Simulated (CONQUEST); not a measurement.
# SrO under changes of volume

One of the cells (16.901 Å³/atom); the others are scaled copies at fixed shape and fractional positions:

```
Sr O
1.0
     3.62930    0.00000    0.00000
     0.00000    3.62930    0.00000
     0.00000    0.00000    5.13260
Sr O
2 2
Direct
  0.00000 0.00000 0.50000
  0.50000 0.50000 0.00000
  0.00000 0.00000 0.00000
  0.50000 0.50000 0.50000
```

```yaml
Program: CONQUEST 1.3
Functional: PBEsol
Potentials_or_basis: PseudoDojo NC PBEsol, DZP, grid of 40 × 40 × 60 points
k_mesh: 7 × 7 × 5
Occupations: fermi-dirac, width 0.05 eV
Spin: no spin polarisation
```

```tsv
volume (Å³/atom)	energy over the lowest point (meV/atom)	pressure (GPa)	gap on the mesh (eV)
15.887	?	?	?
16.225	10.54	5.2	3.06
16.563	2.71	2.3	3.08
16.901	0.00	0.4	3.10
17.239	1.11	-1.3	3.11
17.577	5.36	-2.8	3.12
17.915	13.00	-4.7	3.13
```

Q: What does the run at 15.887 Å³/atom give?

A: Energy over the lowest point 23.82 meV/atom; pressure 7.5 GPa; gap on the mesh 3.04 eV.

Worked out: A Birch-Murnaghan fit of order 3 (a polynomial in V^(-2/3)) to the other rows has its minimum at 16.97 Å³/atom with B0 = V·E''(V) = 93 GPa and B' = 7.1. It gives 23.67 meV/atom at 15.887 Å³/atom, against the run's 23.82, and -dE/dV = 7.7 GPa, against 7.5. A straight line through the other rows of the gap, of slope 0.694 eV per unit of ln V, extrapolates to 3.05 eV, against the run's 3.04.

Energies are extrapolated to zero smearing.

Caveats: an odd mesh through Γ misses points on the zone boundary, where band edges often lie; the basis of atomic orbitals isn't converged, which shifts pressures, moduli and gaps; the real-space grid breaks the cell's symmetry a little (some runs). Spin-orbit coupling on Sr is left out.
